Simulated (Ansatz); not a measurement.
**Converging shifted k-point meshes: CsPbI₃ (P4mm, 5 atoms in the cell)**

```xyz
5
Lattice="6.2585 0.0000 0.0000 0.0000 6.2585 0.0000 0.0000 0.0000 6.2585" Properties=species:S:1:pos:R:3 pbc="T T T"
Cs     0.0000     0.0000     0.0500
Pb     3.1293     3.1293     3.1293
I      3.1293     0.0000     3.1293
I      0.0000     3.1293     3.1293
I      3.1293     3.1293     0.0000
```

Level of theory: PBE (plane waves, PAW; Ansatz, a program for electronic structure).

Base settings: basis.ecutwfc = 420 eV; kpoints.mp_grid.grid = 4 4 4; hamiltonian.xc = pbe; hamiltonian.pseudopotentials = {kind: paw} (the program's default PAW files); scf.occupations.method = fermi_dirac; scf.occupations.width = 0.01 eV.

In this ladder: kpoints.mp_grid.shift = 0.5 0.5 0.5.

Shifted meshes do not hold Γ, so a gap read on them misses any band edge there.

Only quantities that move along the ladder and can be compared are tabulated.

The count of work is k-points × plane waves × bands × iterations; it is no time. Core times come from one kind of shared machine, to one figure; runs under 30 s give none.

The starting cell has typed, rounded lattice constants, without a prior relaxation at this level. Its lattice was rescaled by up to half a per cent. One atom was moved a little off its site on purpose. Spin-orbit coupling is off. Ansatz's pressure includes its estimate of the finite-basis (Pulay) stress.

```csv
kpoints.mp_grid.grid,free energy less the last step's (meV/atom),pressure (GPa),largest difference of a force vector from the last step's (eV/Å),gap on the mesh (eV),count of work / last,core time / last (rough)
1 1 1,1615.97,9.67,0.017,0.733,0.012,–
2 2 2,-122.30,0.29,0.001,4.831,0.0079,–
3 3 3,33.30,1.46,0.001,1.262,0.048,–
4 4 4,-8.83,1.00,0.000,2.885,0.048,–
5 5 5,3.05,1.16,0.000,1.281,0.14,–
6 6 6,-1.05,1.09,0.000,2.130,0.14,–
7 7 7,0.41,1.12,0.000,1.284,0.32,0.3
8 8 8,-0.15,1.11,0.000,1.803,0.32,0.3
9 9 9,0.07,1.11,0.000,1.285,0.60,0.6
10 10 10,-0.02,1.11,0.000,1.633,0.60,0.6
12 12 12,0.00,1.11,0.000,1.534,1.0,1
```

Coarsest kpoints.mp_grid.grid that holds the free energy within 5 meV/atom of the last step, with all finer ones: 5 5 5, at 0.14 of the last step's count of work; the step before is off by 8.8 meV/atom.

Coarsest kpoints.mp_grid.grid that holds the pressure within 1 GPa of the last step, with all finer ones: 2 2 2, at 0.0079 of the last step's count of work; the step before is off by 8.6 GPa.

The gap on the mesh jumps up and down from mesh to mesh; it is no smooth measure of convergence.

Keys are those of Ansatz 0.2.
